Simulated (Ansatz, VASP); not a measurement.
# Ag: VASP beside Ansatz

```
CELL_PARAMETERS angstrom
-1.67221 1.67221 1.65565
1.67221 -1.67221 1.65565
1.67221 1.67221 -1.65565
ATOMIC_POSITIONS crystal
Ag 0.00000 0.00000 0.00000
```

Change from the starting cell: strain = 0.01.

Alike in both runs: task single point; functional PBE; k mesh 11 × 11 × 11; occupations fermi-dirac, width 0.05 eV; no spin polarisation.

|  | VASP | Ansatz |
| --- | --- | --- |
| version | VASP 6.6.1 | Ansatz 0.2.0 |
| potentials or method | VASP PAW PBE potentials, release 64 (Ag) | Ansatz PAW |
| plane-wave cutoff (eV) | 520 | 420 |
| valence electrons in the cell | 11 | 19 |

Ansatz gave:

```
gap on the k mesh at the Fermi level (eV)       : none
pressure (GPa)                                  : -2.4
largest component of the traceless stress (GPa) : 0.26
```

**Question.** Which values does VASP return?

**Answer.** gap on the k mesh at the Fermi level (eV): none; pressure (GPa): -2.5; largest component of the traceless stress (GPa): 0.26.

A gap of «none» marks a metal or a gap that the smearing closes. The two sets of potentials don't hold the same shells in valence.
